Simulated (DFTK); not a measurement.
Au:

```xyz
1
Lattice="2.7484 0.0000 0.0000 0.0000 2.7484 0.0000 0.0000 0.0000 2.7484" Properties=species:S:1:pos:R:3 pbc="T T T"
Au    1.3742    1.3742    1.3742
```

The cell was built by a generator and needn't be a form met in nature.

Base run:

```yaml
Program: DFTK 0.8.2
Functional: r2SCAN
Potentials_or_basis: SG15 1.2 (PBE)
Cutoff: 1225 eV
k_mesh: 10 × 10 × 10
Occupations: fermi-dirac, width 0.05 eV
Spin: no spin polarisation
```

Its results: band gap on the k mesh none (metal or under the smearing width); pressure -3.9 GPa.

Question: The run is repeated on the same cell with these changes: functional from r2SCAN to LDA. What comes out?

Answer: Band gap on the k mesh none (metal or under the smearing width); pressure -10.0 GPa.

Caveats: the potentials were made for another functional, which shifts forces and pressure.

Not every run made on this cell is shown here.
